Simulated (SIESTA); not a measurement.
Runs of SIESTA 5.4.2 on YN. The structure is cubic, space group Fm-3m (No. 225). The conventional cell has a = 4.877 Å, b = 4.877 Å, c = 4.877 Å, α = 90.00°, β = 90.00°, γ = 90.00°. Around Y (site symmetry m-3m) lie 6 N at 2.44 Å. N (site symmetry m-3m) has 6 Y at 2.44 Å as nearest neighbours. 

| level | gap on the mesh (eV) | pressure (GPa) |
| --- | --- | --- |
| VV10 | 0.12 | 6.9 |
| vdW-DF-cx | (a) | 0.5 |
| vdW-DF2 | 0.27 | 13.4 |
| vdW-DF-C09 | 0.07 | -0.2 |
| vdW-DF | 0.26 | (b) |
| optB88-vdW | 0.17 | 4.0 |

Alike in all rows: task single point; potentials or basis PseudoDojo 0.4 standard (PBE files), DZP (energy shift 0.003 Ry; two zetas on semicore shells); no spin polarisation; cell as given; k mesh 9 × 9 × 9; smearing fermi-dirac 0.05 eV; grid cutoff 800 Ry; energy shift 0.003 Ry.

Question: Estimate the missing entries.

Answer: (a) 0.08; (b) 8.9.

Caveats: the potentials were made for another functional, which shifts forces and pressure; an odd mesh through Γ misses points on the zone boundary, where band edges often lie; the basis of atomic orbitals isn't converged, which shifts pressures, moduli and gaps; the non-local part is tabulated coarsely and may be off by about a percent (some runs).

A k mesh can miss the band edges, and the runs leave out spin-orbit coupling on Y.

Runs at the PBE level aren't shown here.
